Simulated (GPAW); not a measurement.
Runs of GPAW 26.7.0 on MnS. It takes space group Pm-3m (No. 221, cubic). The conventional cell has a = 3.212 Å, b = 3.212 Å, c = 3.212 Å, α = 90.00°, β = 90.00°, γ = 90.00°. Mn (site symmetry m-3m) is surrounded by 8 S at 2.78 Å. Around S (site symmetry m-3m) lie 8 Mn at 2.78 Å. Measurements of this composition are mostly on another form, of space group No. 225.

```tsv
level	potentials or basis	spin	U	fixed moment (μB)	gap on the mesh (eV)	pressure (GPa)	moment (μB)
LDA+U	the program's PAW data sets (release 1.2.1) made for this functional, pw	collinear, ferromagnetic start	Mn d U = 8 eV	-	none	(a)	4.94
PBE+U	GPAW PAW data sets (gpaw-data 1.2.1), pw	collinear, ferromagnetic start	Mn d U = 4 eV	1.0	-	-0.4	1.00
LDA+U	the program's PAW data sets (release 1.2.1) made for this functional, pw	collinear, ferromagnetic start	Mn d U = 4 eV	-	none	-1.0	4.91
PBE+U	GPAW PAW data sets (gpaw-data 1.2.1), pw	collinear, random start	Mn d U = 4 eV	-	none	(b)	4.92
PBE+U	GPAW PAW data sets (gpaw-data 1.2.1), pw	collinear, ferromagnetic start	Mn d U = 6 eV	-	none	8.4	4.95
```

Alike in all rows: task single point; cell as given; k mesh 6 × 6 × 6; cutoff (eV) 600; smearing gaussian 0.05 eV.

Problem. Estimate the missing entries.

Solution. (a) 2.9; (b) 6.3.

Caveats: a cell with one magnetic atom can't hold antiferromagnetic order, which such compounds often take; the total moment is fixed, so each spin has its own Fermi level (some runs).

A gap of «none» marks a metal or a gap under the smearing width.
